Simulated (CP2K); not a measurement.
Crystal: SiO2.

```
Si O
1.0
     6.84249    0.00000    0.00000
    -4.84867    4.82805    0.00000
    -0.99691   -2.41402    6.32442
Si O
4 8
Direct
  0.82311 0.82311 0.64622
  0.17689 0.82311 0.00000
  0.82311 0.17689 0.00000
  0.17689 0.17689 0.35378
  0.00000 0.79145 0.79145
  0.20855 0.00000 0.20855
  0.79145 0.00000 0.79145
  0.00000 0.20855 0.20855
  0.00000 0.00000 0.50000
  0.50000 0.00000 0.00000
  0.00000 0.50000 0.00000
  0.50000 0.50000 0.50000
```

The cell comes from a database or a generator and needn't be the stable form of this composition.

Base run:

| Item | Value |
| --- | --- |
| Program | CP2K 2026.2 |
| Functional | LDA |
| Potentials or basis | POTENTIAL_UZH Si GTH-PBE-q4, O GTH-PBE-q6; DZVP-MOLOPT-PBE-GTH basis |
| Density cutoff | 11565 eV |
| k mesh | 5 × 5 × 5 |
| Occupations | fermi-dirac, width 0.05 eV |
| Spin | no spin polarisation |

Its results: band gap on the k mesh 7.16 eV, indirect (least direct gap 7.16 eV); pressure 3.1 GPa; largest force 0.202 eV/Å.

The run is repeated on the same cell with these changes: functional from LDA to WC. What comes out?

Band gap on the k mesh 7.43 eV, indirect (least direct gap 7.44 eV); pressure 3.1 GPa; largest force 0.191 eV/Å.

Caveats: the potentials were made for another functional, which shifts forces and pressure; an odd mesh through Γ misses points on the zone boundary, where band edges often lie; the basis of atomic orbitals isn't converged, which shifts pressures, moduli and gaps.
